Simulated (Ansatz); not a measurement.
# In: frozen-core PAW against all-electron methods

```
In
1.0
     0.00000    2.39561    2.39561
     2.39561    0.00000    2.39561
     2.39561    2.39561    0.00000
In
1
Cartesian
  0.0000 0.0000 0.0000
```

The conventional cell has a = 4.791 Å, b = 4.791 Å, c = 4.791 Å, α = 90.00°, β = 90.00°, γ = 90.00°. Around In (atom 1) lie 12 In at 3.39 Å.

The cell was built from the fcc type and relaxed in the same program, and has space group Fm-3m; it needn't be a known or the stable phase.

Spin–orbit coupling is left out, though it moves levels of the heavy atoms by tenths of an eV or more.

Methods: DFT, PBE, PAW with Ansatz's default frozen-core files, scalar-relativistic (Ansatz 0.2.0); DFT, PBE, all-electron PAW with datasets made for the crystal, scalar-relativistic (Ansatz 0.2.0); DFT, PBE, all-electron LAPW, scalar-relativistic (Ansatz 0.2.0).

For PAW: a Γ-centred 15×15×15 k mesh, Fermi–Dirac smearing of 0.05 eV, cutoff 420 eV, no spin polarisation. The crystal-made all-electron datasets (AE datasets) take a cutoff of 240 eV at this cell. LAPW targets a basis error of 0.5 meV/atom. The Ansatz runs share mesh, smearing and spin set-up. Plane-wave (PAW) pressures include the program's estimate of the Pulay term.

Stress and pressure are positive in compression.

Levels count from the Fermi level.

| quantity | PAW | AE datasets | LAPW |
| --- | --- | --- | --- |
| pressure (GPa) | 0.00 | 0.01 | 0.01 |
| highest filled level at X (eV) | -2.023 | -2.023 | -2.023 |
| lowest empty level at X (eV) | 3.964 | 3.964 | 3.964 |
| highest filled level at Γ (eV) | -9.174 | -9.174 | -9.174 |
| lowest empty level at Γ (eV) | 10.162 | 10.162 | 10.162 |

PAW's pressure differs from the LAPW value by about 0.01 GPa or less. Datasets made for the crystal and LAPW share parts of one code, so their agreement isn't an independent check.
